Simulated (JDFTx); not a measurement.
MoS2, 6 atoms in the cell. Symmetry: P6_3/mmc, No. 194, hexagonal system. The conventional cell has a = 3.169 Å, b = 3.169 Å, c = 12.324 Å, α = 90.00°, β = 90.00°, γ = 120.00°. Mo (site symmetry -6m2) has 6 S at 2.41 Å as nearest neighbours. Around S (site symmetry 3m) lie 3 Mo at 2.41 Å. 

| Property | Result |
| --- | --- |
| Program | JDFTx 1.7.0 (patched build) |
| Task | single point |
| Functional | LDA |
| Potentials or basis | PseudoDojo-SR-LDA-0.4.1-standard with smoothed tails |
| Cutoff | 1088 eV |
| Density cutoff | 8708 eV |
| k mesh | 4 × 4 × 1 |
| Occupations | fermi-dirac, width 0.05 eV |
| Spin | no spin polarisation |
| Local potential set to -Z/r beyond | 6 bohr |
| Density cutoff over wavefunction cutoff | 8 |
| Max SCF steps | 100 |
| SCF threshold on the energy | 1e-09 Ha |
| Solver of the electrons | scf |
| Further solve for the empty bands | yes |

Potentials or basis: PseudoDojo-SR-LDA-0.4.1-standard with smoothed tails.

Launch:

```bash
$ jdftx -c 1 -i MoS2.in -o MoS2.out
```

Hardware: 1 thread of Intel(R) Xeon(R) Platinum 8488C (Sapphire Rapids), on a shared host.

**Question.** How long does it take, and how much memory?

**Answer.** Run time: 59 s on 1 thread of Intel(R) Xeon(R) Platinum 8488C (Sapphire Rapids), on a shared host, peak memory 0.23 GiB. Counts: scf iterations 17, bands 34, k points 4, plane waves 8735.
